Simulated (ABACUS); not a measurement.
**Ca under changes of volume**

One of the cells (44.958 Å³/atom); the others are scaled copies at fixed shape and fractional positions:

```
CELL_PARAMETERS angstrom
-2.24000 2.24000 2.24000
2.24000 -2.24000 2.24000
2.24000 2.24000 -2.24000
ATOMIC_POSITIONS crystal
Ca 0.00000 0.00000 0.00000
```

This isn't the form of Ca at room conditions, which is fcc.

| Quantity | Value |
| --- | --- |
| Program | ABACUS 3.10.1 |
| Functional | PBE |
| Potentials or basis | PseudoDojo NC SR 0.4.1 PBE standard |
| Cutoff | 1361 eV |
| Density cutoff | 5442 eV |
| Basis | TZDP LCAO (the cutoffs set its grid) |
| k mesh | 8 × 8 × 8 |
| Occupations | fermi-dirac, width 0.05 eV |
| Spin | no spin polarisation |

| volume (Å³/atom) | energy over the lowest point (meV/atom) | pressure (GPa) |
| --- | --- | --- |
| 42.260 | 0.00 | 0.0 |
| 43.159 | 0.94 | -0.3 |
| 44.059 | ? | ? |
| 44.958 | 8.09 | -0.9 |
| 45.857 | 14.04 | -1.2 |
| 46.756 | 21.40 | -1.4 |
| 47.655 | 30.12 | -1.7 |

What does the run at 44.059 Å³/atom give?

Energy over the lowest point 3.65 meV/atom; pressure -0.7 GPa.

Worked out: A Birch-Murnaghan fit of order 3 (a polynomial in V^(-2/3)) to the other rows has its minimum at 42.26 Å³/atom, just outside them, with B0 = V·E''(V) = 16.1 GPa (rough, since the energies scatter). It gives 3.69 meV/atom at 44.059 Å³/atom, against the run's 3.65, and -dE/dV = -0.6 GPa, against -0.7.

Energies are extrapolated to zero smearing.

Caveats: the atomic orbitals were generated for these runs and aren't a published set; the cell was measured hot, at 740 K; the basis of atomic orbitals isn't converged, which shifts pressures, moduli and gaps.
